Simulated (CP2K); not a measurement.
TiO2:

```
Ti O
1.0
     6.43537    0.00000    0.00000
     5.33288    3.60199    0.00000
    -1.84389   -0.56437    6.32897
Ti O
4 8
Direct
  0.90007 0.90007 0.28960
  0.19529 0.19529 0.28376
  0.09993 0.09993 0.71040
  0.80471 0.80471 0.71624
  0.36193 0.36193 0.29340
  0.26349 0.26349 0.65250
  0.86719 0.86719 0.99529
  0.73651 0.73651 0.34750
  0.94165 0.94165 0.63002
  0.13281 0.13281 0.00471
  0.63807 0.63807 0.70660
  0.05835 0.05835 0.36998
```

The cell comes from a database or a generator and needn't be the stable form of this composition.

Program: CP2K 2026.2. Alike in all runs: potentials or basis POTENTIAL_UZH Ti GTH-PBE-q12, O GTH-PBE-q6; DZVP-MOLOPT-PBE-GTH basis; no spin polarisation; cell as given; k mesh 6 × 6 × 4; smearing fermi-dirac 0.05 eV.

**Question.** Order these runs on this cell by their pressure, lowest first.
A. level revPBE
B. level HLE17; points a segment of the path (NPOINTS) 10; bands added on the path 4
C. level PBE
D. level vdW-DF-cx; cutoff of the non-local correlation (Ry) 150 Ry
E. level LDA; points a segment of the path (NPOINTS) 10; bands added on the path 4

**Answer.** B (-20.6 GPa), E (-8.8 GPa), D (-4.2 GPa), C (-0.2 GPa), A (2.3 GPa).

Caveats: the basis of atomic orbitals isn't converged, which shifts pressures, moduli and gaps; the potentials were made for another functional, which shifts forces and pressure (some runs); the potentials were made for a functional far from this one (some runs).
